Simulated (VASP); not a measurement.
## TePb: band structure with PBE0

**Measured values to compare with.**

From a printed reference work, monograph, for a bulk crystal of TePb at 4.2 K: band gap 0.19 eV (direct).

The system is TePb.

```
Te Pb
1.0
     0.00000    3.22185    3.22185
     3.22185    0.00000    3.22185
     3.22185    3.22185    0.00000
Te Pb
1 1
Direct
  0.50000 0.50000 0.50000
  0.00000 0.00000 0.00000
```

* Program: VASP 6.6.1
* Task: band structure
* Functional: PBE0
* Potentials or basis: VASP PAW PBE potentials, release 64 (Te, Pb_d)
* Cutoff: 520 eV
* k mesh: 6 × 6 × 6
* Occupations: gaussian, width 0.03 eV
* Spin: no spin polarisation
* Grid for exact exchange (PRECFOCK): Fast
* Exchange at q = 0: truncated
* Further INCAR settings: ALGO = Normal; EDIFF = 1e-07

| Quantity | Value |
| --- | --- |
| Pressure | 1.4 GPa |
| Band gap on the k mesh | 1.59 eV, direct |
| Band gap along the path | 1.59 eV, direct |

Levels at points of the mesh, in eV from the valence-band top:
| k point | band 6 | band 7 | band 8 | band 9 | band 10 | band 11 | band 12 | band 13 | band 14 |
| --- | --- | --- | --- | --- | --- | --- | --- | --- | --- |
| (0.00, 0.00, 0.00) | -13.52 | -6.02 | -1.71 | -1.71 | -1.71 | 5.40 | 5.40 | 5.40 | 6.96 |
| (0.50, 0.00, 0.00) | -11.89 | -9.62 | -1.19 | -1.19 | 0.00 | 1.59 | 2.16 | 2.16 | 9.79 |
| (0.50, 0.50, 0.00) | -11.59 | -8.03 | -5.32 | -3.37 | -3.37 | 4.24 | 6.96 | 6.96 | 8.33 |

Wall time 6.7 min on 8 MPI ranks on Intel(R) Xeon(R) Platinum 8488C (Sapphire Rapids), on a shared host, peak memory 0.29 GiB a rank.

Against the measured gap of TePb, 0.19 eV (direct; 4.2 K; a printed reference work, monograph), the calculated 1.59 eV is off by +1.40 eV. So large a miss can be the level of theory's own, or it may mean another phase, state or a wrong row. Spin-orbit coupling on Pb, Te is left out. The value is that of PBE0, without temperature or zero-point motion.

Caveat: the PAW data sets were made with another functional, which shifts forces and pressure a little; spin-orbit coupling is left out, which as a rule narrows the gap of such compounds by several tenths of an eV.
